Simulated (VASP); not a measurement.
# Ca (Immm) in VASP: further runs

One crystal, Ca, is run at these levels: PBE; tasks: single point.

All numbers are computed with VASP 6.6.1; they aren't measurements. Logs are shortened: lines on timing, memory, paths and dates and some standing lists are left out, and cuts for length are marked.

## 1. The crystal as given

The structure is orthorhombic, space group Immm (No. 71). Conventional cell: a = 4.193 Å, b = 4.203 Å, c = 4.891 Å, α = 90.00°, β = 90.00°, γ = 90.00°. Ca (site symmetry mmm) is surrounded by 12 Ca at 3.85 to 4.20 Å.

This isn't the form of Ca at room conditions, which is fcc.

## 2. Single point, PBE

INCAR reads:

```
PREC     = Accurate       # precision mode
ENCUT    = 400            # plane-wave cutoff, eV
EDIFF    = 0.001          # SCF threshold, eV
ISMEAR   = 1              # smearing method
SIGMA    = 0.1            # smearing width, eV
LREAL    = False          # projectors in reciprocal space
LASPH    = True           # aspherical terms in the spheres
NELM     = 100            # most SCF steps
ALGO     = Normal         # electronic algorithm
ISIF     = 2              # what is computed and relaxed
LWAVE    = False          # write WAVECAR
LCHARG   = False          # write CHGCAR
GGA      = PE             # functional
ADDGRID  = False
```

KPOINTS reads:

```
Automatic mesh
0
Gamma
  12 12 12
```

POSCAR reads:

```
Ca
1.0
   -2.0964874600      2.1017318100      2.4453524600
    2.0964874600     -2.1017318100      2.4453524600
    2.0964874600      2.1017318100     -2.4453524600
Ca
1
Direct
    0.5000000000      0.5000000000      0.0000000000
```

Potentials or basis: VASP PAW PBE potentials, release 64 (Ca_pv).

Launch:

```bash
> cat potpaw_PBE.64/Ca_pv/POTCAR > POTCAR
> mpirun -np 1 vasp_std > vasp.out
```

OUTCAR:

```text
PREC = Accurate
   ENCUT = 400
   EDIFF = 0.001
   ISMEAR = 1
   LREAL = False
   LASPH = True
   NELM = 100
   ISIF = 2
   GGA = PE

 Found    280 irreducible k-points:

 Following reciprocal coordinates:
            Coordinates               Weight
  0.000000  0.000000  0.000000      1.000000
  0.083333  0.000000 -0.000000      4.000000
  0.166667  0.000000  0.000000      4.000000
  0.250000 -0.000000  0.000000      4.000000
  0.333333  0.000000  0.000000      4.000000
  0.416667  0.000000  0.000000      4.000000
   k-points           NKPTS =    280   k-points in BZ     NKDIM =    280   number of bands    NBANDS=      8
   number of dos      NEDOS =    301   number of ions     NIONS =      1
   total plane-waves  NPLWV =  21952
   dimension x,y,z NGX =    28 NGY =   28 NGZ =   28
   dimension x,y,z NGXF=    56 NGYF=   56 NGZF=   56
   ions per type =               1
   NGX,Y,Z   is equivalent  to a cutoff of  12.10, 12.10, 12.10 a.u.
   NGXF,Y,Z  is equivalent  to a cutoff of  24.21, 24.21, 24.21 a.u.
 SYSTEM =  unknown system
   PREC   = accura    normal or accurate (medium, high low for compatibility)
   ISTART =      0    job   : 0-new  1-cont  2-samecut
   ICHARG =      2    charge: 1-file 2-atom 10-const
   ISPIN  =      1    spin polarized calculation?
   LNONCOLLINEAR =      F non collinear calculations
   LSORBIT =      F    spin-orbit coupling
   LASPH  =      T    aspherical Exc in radial PAW
   ENCUT  =  400.0 eV  29.40 Ry    5.42 a.u.   6.27  6.27  6.27*2*pi/ulx,y,z
   NELM   =    100;   NELMIN=  2; NELMDL= -5     # of ELM steps
   EDIFF  = 0.1E-02   stopping-criterion for ELM
   LREAL  =      F    real-space projection
   EDIFFG = 0.1E-01   stopping-criterion for IOM
   NSW    =      0    number of steps for IOM
   IBRION =     -1    ionic relax: 0-MD 1-quasi-New 2-CG
   NFREE  =      0    steps in history (QN), initial steepest desc. (CG)
   ISIF   =      2    stress and relaxation
   ISYM   =      2    0-nonsym 1-usesym 2-fastsym
   POTIM  = 0.5000    time-step for ionic-motion
   TEBEG  =    0.0;   TEEND  =   0.0 temperature during run
   PSTRESS=    0.0 pullay stress
   NELECT =       8.0000    total number of electrons
   NUPDOWN=      -1.0000    fix difference up-down
   EMIN   =  10.00;   EMAX   =-10.00  energy-range for DOS
   EFERMI =   0.00;   METHOD = LEGACY
   ISMEAR =     1;   SIGMA  =   0.10  broadening in eV -4-tet -1-fermi 0-gaus
   EFERMI_NEDOS =   21; number of points for ismear=-14 and -15
   IALGO  =     38    algorithm
   IMIX   =      4    mixing-type and parameters
     AMIX     =   0.40;   BMIX     =  1.00
     AMIX_MAG =   1.60;   BMIX_MAG =  1.00
  volume/ion in A,a.u.               =      43.10       290.85
  Fermi-wavevector in a.u.,A,eV,Ry     =   0.933859  1.764737 11.865532  0.872092
  Thomas-Fermi vector in A             =   2.060604
   LORBIT       =      0    0 simple, 1 ext, 2 COOP (PROOUT), +10 PAW based schemes
   GGA     = PE    functional components
   LHFCALC =     F    Hartree Fock is set to
   AEXX    =    0.0000 exact exchange contribution
   IVDW    =     0    specifies the selected vdW correction
   LEPSILON=     F    determine dielectric tensor
   LRPA    =     F    only Hartree local field effects (RPA)
 non-spin polarized calculation
 Methfessel and Paxton  Order N= 1 SIGMA  =   0.10
  energy-cutoff  :      400.00
  volume of cell :       43.10
 maximum number of plane-waves:       796
 NGX is ok and might be reduce to    28

 number of electron       8.0000002 magnetization

 Free energy of the ion-electron system (eV)
  ---------------------------------------------------
  ext. energy  EPLUGINS =         0.00000000
  ---------------------------------------------------
  free energy    TOTEN  =        -1.90693610 eV

  energy without entropy =       -1.90548697  energy(sigma->0) =       -1.90645305

 E-fermi :   2.1393     XC(G=0):  -7.6335

 val. band max:        2.1315510356   @ k =   0.3333   0.3333   0.0000
 cond. band min:       2.1467803782   @ k =   0.5000  -0.4167   0.3333
 fundamental gap:      0.0152293425
 Fermi energy:         2.1392814079

 k-point     1 :       0.0000    0.0000    0.0000
  band No.  band energies     occupation
      1     -20.8668      2.00000
      2     -20.8661      2.00000
      3     -20.8521      2.00000
      4      -1.8721      2.00000
      5       4.2948      0.00000
      6       4.3081      0.00000
      7       4.8886      0.00000
      8       5.0092      0.00000

 k-point     2 :       0.0833    0.0000   -0.0000
  band No.  band energies     occupation
      1     -20.8722      2.00000
      2     -20.8691      2.00000
      3     -20.8550      2.00000
      4      -1.7539      2.00000
      5       4.2444      0.00000
      6       4.3318      0.00000
      7       4.8861      0.00000
      8       4.9684      0.00000

 k-point     3 :       0.1667    0.0000    0.0000
  band No.  band energies     occupation
      1     -20.8942      2.00000
      2     -20.8755      2.00000
      3     -20.8575      2.00000
      4      -1.4070      2.00000
      5       4.0123     -0.00000
      6       4.3072      0.00000
      7       4.9480      0.00000
      8       4.9933      0.00000

 k-point     4 :       0.2500   -0.0000    0.0000
  band No.  band energies     occupation
      1     -20.9264      2.00000
      2     -20.8842      2.00000
      3     -20.8586      2.00000
      4      -0.8554      2.00000
      5       3.5793     -0.00000
      6       4.1615      0.00000
      7       4.9913      0.00000
      8       5.3162      0.00000

 k-point     5 :       0.3333    0.0000    0.0000
  band No.  band energies     occupation
      1     -20.9586      2.00000
      2     -20.8930      2.00000
      3     -20.8592      2.00000
      4      -0.1441      2.00000
      5       3.0404     -0.00000
      6       3.9897     -0.00000
      7       4.9876      0.00000
      8       5.6674      0.00000

 k-point     6 :       0.4167    0.0000    0.0000
  band No.  band energies     occupation
      1     -20.9822      2.00000
      2     -20.8993      2.00000
      3     -20.8596      2.00000
      4       0.6424      2.00000
      5       2.4358     -0.00023
      6       3.8646     -0.00000
      7       4.9341      0.00000
      8       5.7966      0.00000

 [... further k-points ...]
[... 5 lines left out ...]
  --------------------------------------------------------------------------------------
  -------------------------------------------------------------------------------------
  Total       -0.0777707     -0.0832433      0.0329382      0.0000000      0.0000000      0.0000000
  in kB       -2.8910511     -3.0944887      1.2244435      0.0000000      0.0000000      0.0000000
  external PRESSURE =      -1.5870321 kB  Pullay stress =       0.0000000 kB

 VOLUME and BASIS-vectors are now :
 -----------------------------------------------------------------------------
  energy-cutoff  :      400.00
  volume of cell :       43.10
      direct lattice vectors                 reciprocal lattice vectors
    -2.096487460  2.101731810  2.445352460     0.000000000  0.237899050  0.204469502
     2.096487460 -2.101731810  2.445352460     0.238494153  0.000000000  0.204469502
     2.096487460  2.101731810 -2.445352460     0.238494153  0.237899050  0.000000000

 POSITION                                       TOTAL-FORCE (eV/Angst)
 -----------------------------------------------------------------------------------
      0.00000      0.00000      2.44535         0.000000     -0.000000      0.000000
 -----------------------------------------------------------------------------------
    total drift:                                0.000000     -0.000000      0.000000

  FREE ENERGIE OF THE ION-ELECTRON SYSTEM (eV)
  ---------------------------------------------------
  free  energy   TOTEN  =        -1.9069360983 eV

  energy  without entropy=       -1.9054869682  energy(sigma->0) =       -1.90645305
```

stdout:

```text
POSCAR found type information on POSCAR Ca
 POSCAR found :  1 types and       1 ions
 scaLAPACK will be used
 LDA part: xc-table for (Slater+PW92), standard interpolation
 POSCAR, INCAR and KPOINTS ok, starting setup
 FFT: planning ... GRIDC
 FFT: planning ... GRID_SOFT
 FFT: planning ... GRID
 WAVECAR not read
 entering main loop
```

It took 22 s on 1 thread of Intel Xeon Platinum 8488C (Sapphire Rapids), shared host; peak memory 0.2 GiB.

These settings aren't checked as converged: the numbers below hold their error.

Results:

- Free energy: -1.9069 eV
- Pressure: -0.2 GPa
- Band gap on the k mesh: none (metal or under the smearing width)

## 3. Single point, PBE

This run uses another cell than the first one, of the same volume but with other edges.

INCAR is that of step 2.

KPOINTS is that of step 2.

POSCAR reads:

```
Ca
1.0
   -2.1296130000      2.1366080000      2.5183870000
    2.0452440000     -2.1127450000      2.4255450000
    2.0940060000      2.0772270000     -2.4978770000
Ca
1
Direct
    0.5036690000      0.4760610000     -0.0172770000
```

Potentials or basis: VASP PAW PBE potentials, release 64 (Ca_pv).

Launch:

```bash
> cat potpaw_PBE.64/Ca_pv/POTCAR > POTCAR
> mpirun -np 1 vasp_std > vasp.out
```

Run time: 65 s. Hardware: 1 thread of Intel Xeon Platinum 8488C (Sapphire Rapids), shared host; peak memory 0.34 GiB.

The run converged, but some of its settings lie outside the range that counts as converged, so its numbers aren't taken as properties of the crystal.

What came out:

| Property | Result |
| --- | --- |
| Free energy | -1.9059 eV |
| Pressure | -0.2 GPa |
| Band gap on the k mesh | none (metal or under the smearing width) |
